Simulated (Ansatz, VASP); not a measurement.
One calculation of PtSe, two programs

```
CELL_PARAMETERS angstrom
3.65184 0.00000 0.00000
-1.82592 3.16259 0.00000
0.00000 0.00000 3.56401
ATOMIC_POSITIONS crystal
Pt 0.00000 0.00000 0.00000
Se 0.66667 0.33333 0.50000
```

The cell comes from a database or a generator and needn't be the stable form of this composition.

Alike in both runs: task single point; functional PBE; k mesh 8 × 8 × 7; occupations fermi-dirac, width 0.05 eV; no spin polarisation.

|  | VASP | Ansatz |
| --- | --- | --- |
| version | VASP 6.6.1 | Ansatz 0.2.0 |
| potentials or method | VASP PAW PBE potentials, release 64 (Pt, Se) | Ansatz PAW |
| plane-wave cutoff (eV) | 520 | 420 |
| valence electrons in the cell | 16 | 34 |

```csv
,VASP,Ansatz,Ansatz less VASP
gap on the k mesh at the Fermi level (eV),none,none,-
pressure (GPa),-8.7,-8.6,+0.10
largest component of the traceless stress (GPa),2.83,2.81,-0.019
```

A gap of «none» marks a metal or a gap that the smearing closes. With one functional, cell and mesh, what is left measures potentials, basis and numerics. The two sets of potentials don't hold the same shells in valence.

The runs have no spin-orbit coupling, so splittings on Pt are missing.
